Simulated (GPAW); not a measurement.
Wanted: an ASE script for a GPAW 26.7.0 run.

| Quantity | Value |
| --- | --- |
| Task | phonons |
| Functional | PBE |
| Potentials or basis | GPAW PAW data sets (gpaw-data 1.2.1) |
| Cutoff | 510 eV |
| Basis | pw |
| k mesh | 8 × 8 × 4 |
| Occupations | fermi-dirac, width 0.05 eV |
| Spin | collinear spin, ferromagnetic start |
| Starting moments | [2.0, 2.0] μB |
| Maxiter | 150 |
| Convergence | density=1e-06 eigenstates=1e-09 |
| Supercell | 1 × 1 × 1 |
| Supercell k mesh | 8 × 8 × 4 |
| Displacement | 0.02 |
| Relaxed first | ions |

The structure of V lies in POSCAR:

```
V
1.0
    2.6042941027      0.0000000000      0.0000000000
   -1.3021470513      2.2553848518      0.0000000000
    0.0000000000      0.0000000000      4.7233360000
V
2
Direct
    0.3333333333      0.6666666667      0.2500000000
    0.6666666667      0.3333333333      0.7500000000
```

This isn't the form of V at room conditions, which is bcc.

The input as run:

run.py

```python
import json
import numpy as np
from ase import Atoms
from ase.constraints import FixSymmetry
from ase.io import read, write
from ase.optimize import BFGS
from phonopy import Phonopy
from phonopy.structure.atoms import PhonopyAtoms
from gpaw import GPAW, PW

atoms = read('POSCAR')
atoms.set_initial_magnetic_moments([2.0, 2.0])

calc = GPAW(mode=PW(510),
            xc='PBE',
            kpts={'size': (8, 8, 4), 'gamma': True},
            occupations={'name': 'fermi-dirac', 'width': 0.05},
            nbands=26,
            convergence={'density': 1e-06, 'eigenstates': 1e-09},
            maxiter=150,
            txt='gpaw.txt')
atoms.calc = calc
atoms.set_constraint(FixSymmetry(atoms))
BFGS(atoms, trajectory='relax.traj', logfile='-').run(fmax=0.005, steps=40)
atoms.set_constraint()
energy = atoms.get_potential_energy()
forces = atoms.get_forces()
stress = atoms.get_stress()
calc.write('gs.gpw')
write('result.traj', atoms)
print('Cell:', atoms.cell.cellpar().round(4))
print(atoms.get_scaled_positions().round(5))

def force_constants(scale):
    unit = PhonopyAtoms(symbols=atoms.get_chemical_symbols(), cell=atoms.cell[:] * scale**(1 / 3),
                        scaled_positions=atoms.get_scaled_positions(),
                        magnetic_moments=atoms.get_initial_magnetic_moments())
    ph = Phonopy(unit, supercell_matrix=np.diag([1, 1, 1]), primitive_matrix=np.eye(3), symprec=1e-4)
    ph.generate_displacements(distance=0.02)
    forces = []
    for i, sc in enumerate(ph.supercells_with_displacements):
        a = Atoms(sc.symbols, cell=sc.cell, scaled_positions=sc.scaled_positions, pbc=True,
                  magmoms=sc.magnetic_moments)
        c = GPAW(mode=PW(510),
                 xc='PBE',
                 kpts={'size': (8, 8, 4), 'gamma': True},
                 occupations={'name': 'fermi-dirac', 'width': 0.05},
                 nbands=26,
                 convergence={'density': 1e-06, 'eigenstates': 1e-09},
                 maxiter=150,
                 txt=f'disp-{scale:.3f}-{i:02d}.txt')
        a.calc = c
        f = a.get_forces()
        forces.append(f - f.mean(axis=0))
        print(f'displacement {i}: drift', f.mean(axis=0).round(5), flush=True)
    ph.forces = forces
    ph.produce_force_constants()
    ph.symmetrize_force_constants()
    return ph

qpoints = [[0.0, 0.0, 0.0]]
results = {}
for scale in [1.0]:
    ph = force_constants(scale)
    ph.run_qpoints(qpoints)
    nu = ph.qpoints.frequencies * 33.35641  # THz to cm^-1
    results[f'{scale:.3f}'] = nu.tolist()
    for qp, f in zip(qpoints, nu):
        print(scale, np.round(qp, 4), f.round(2))
json.dump(results, open('phonons.json', 'w'))
```

Potentials or basis: GPAW PAW data sets (gpaw-data 1.2.1), pw.

Run with:

```sh
$ OMP_NUM_THREADS=1 python run.py
```

It gave:

| Property | Result |
| --- | --- |
| Pressure after relaxing | 0.8 GPa |
| Band gap on the k mesh | none (metal or under the smearing width) |
| Net moment | 0.00 μB per cell |
| Highest phonon frequency at Γ | 325 cm⁻¹ |
| Most unstable mode | 102i cm⁻¹ |

Caveat: the cutoff is short for stress and forces, so pressures can be off by a GPa or more; some modes are imaginary.

It took 3.3 min on 1 thread of Arm Neoverse V1, with other jobs on the host, peak memory 0.29 GiB.
